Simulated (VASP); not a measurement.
Wanted: the native input for a VASP 6.6.1 run.

```yaml
Task: relaxation of cell and atoms
Functional: PBEsol
Potentials_or_basis: VASP PAW PBE potentials, release 64 (Te)
Cutoff: 600 eV
k_mesh: 9 × 9 × 9
Occupations: fermi-dirac, width 0.05 eV
Spin: no spin polarisation
Further_INCAR_settings: ALGO = Normal; EDIFF = 1e-07; IBRION = 2; EDIFFG = -0.02; NSW = 40; ISIF = 3
```

The structure of Te lies in POSCAR:

```
Te
1.0
    2.3059043427      1.3313144930      1.6909537039
   -2.3059043427      1.3313144930      1.6909537039
    0.0000000000     -2.6626289860      1.6909537039
Te
1
Direct
    0.5000000000      0.5000000000      0.5000000000
```

This isn't the form of Te at room conditions, which is trigonal, of chains.

The input as run:

INCAR

```
SYSTEM = Te
  ALGO = Normal
  EDIFF = 1E-7
  EDIFFG = -0.02
  ENCUT = 600
  GGA = PS
  IBRION = 2
  ISIF = 3
  ISMEAR = -1
  LASPH = .True.
  LCHARG = .False.
  LREAL = .False.
  LWAVE = .False.
  NELM = 60
  NSW = 40
  PREC = Accurate
  PSTRESS = 0
  SIGMA = 0.05
```

KPOINTS

```
k-points
0
Gamma
  9 9 9
  0 0 0
```

Potentials or basis: VASP PAW PBE potentials, release 64 (Te).

Run with:

```console
$ cat potpaw_PBE.64/Te/POTCAR > POTCAR
$ mpirun -np 1 vasp_std > vasp.out
```

It gave:

| Item | Value |
| --- | --- |
| Pressure after relaxing | 0.0 GPa |
| Band gap on the k mesh | none (metal or under the smearing width) |

Caveat: the relaxation stopped at its first step, so nothing moved; the PAW data sets were made with another functional, which shifts forces and pressure a little.

It took 28 s on 1 thread of AMD EPYC 7R43 64-Core Processor (Zen 3) (shared host), peak memory 0.13 GiB.
